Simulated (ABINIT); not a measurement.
A run of ABINIT 10.8.3 (patched build) is set up as follows.

run.abi

```
# Pseudopotentials
pp_dirpath "./"
pseudos "Ge.upf"

# Structure
acell 3*1.0 Angstrom
rprim
     0.0000000000     2.8289100000     2.8289100000
     2.8289100000     0.0000000000     2.8289100000
     2.8289100000     2.8289100000     0.0000000000
ntypat 1
znucl 32
natom 2
typat 1 1
xred
     0.7500000000     0.7500000000     0.7500000000
     0.5000000000     0.5000000000     0.5000000000

# Plane-wave basis
ecut 35.0

# k points
kptopt 1
ngkpt 6 6 6
nshiftk 1
shiftk 0.0 0.0 0.0

# Exchange and correlation
ixc 7

# Bands and occupations
nband 18
occopt 3
tsmear 0.05 eV

# SCF cycle
nstep 100
tolvrs 1.0e-10

# Output
iomode 3
prtwf 0
prteig 0
prtebands 0
enunit 1
prtden 1
prtvha 1
prtvclmb 1
prtpot 1
prtelf 1
```

Potentials or basis: PseudoDojo NC SR LDA v0.4.1 standard.

Command:

```sh
$ abinit run.abi > log 2>&1
```

Task: What does it give for the band gap on the k mesh?

Result: None (metal or under the smearing width).

Caveat: this crystal is a semiconductor, whose small gap the functional closes, so the metal is an error of the method.

**The experiment to reproduce.**

“Electronic and optical properties of SixGe1-x-ySny alloys lattice-matched to Ge”, 2021, arxiv:2109.02782 reports, for a bulk crystal of Ge at 293 K: band gap 0.666 eV (indirect).

Against the measured gap of Ge, 0.666 eV (indirect; 293 K; “Electronic and optical properties of SixGe1-x-ySny alloys lattice-matched to Ge”, 2021, arxiv:2109.02782), the calculated 0.00 eV is off by -0.67 eV. 3 values of this kind are on record (0.666 to 0.807 eV); this one was drawn at random among those near their median. Spin-orbit coupling on Ge is left out. The value is that of LDA on a finite k mesh, which can miss the band edges, without temperature or zero-point motion. Semilocal functionals fall short of measured gaps as a rule.
